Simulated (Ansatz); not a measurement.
`C[BH][AlH][AlH2]` + diethyl ether → `C[CH2][AlH][AlH2]` + `CBOCC`  (formal exchange of groups at the Al–B bond)

Gas-phase electronic energies from Ansatz, PBE0-D4/def2-TZVP geometries. CCSD(T)/CBS is the MP2 limit (def2-TZVPP, def2-QZVPP) plus CCSD(T) − MP2 in def2-TZVPP, frozen cores. Functionals use def2-TZVPP. One conformer a species, not always the lowest.

| species | r2SCAN0 energy (Eh) |
| --- | --- |
| `C[BH][AlH][AlH2]` | -551.87553 |
| `CCOCC` | -233.58635 |
| `C[CH2][AlH][AlH2]` | -565.76384 |
| `CBOCC` | -219.78836 |

Question: Work out ΔE.

Answer: ΔE = (-565.76384) + (-219.78836) − (-551.87553) − (-233.58635) = -0.09032 Eh = -2.46 eV. CCSD(T)/CBS gives -2.48 eV.

Largest T1 diagnostic among the species: 0.013.

From PBE to PBE0 (25 % exact exchange), in def2-TZVPP and without D4, ΔE moves by −0.04 eV. In def2-TZVPP, CCSD(T) changes the Hartree–Fock value by −0.03 eV (the triples alone add −0.01 eV) and MP2 by −0.17 eV.
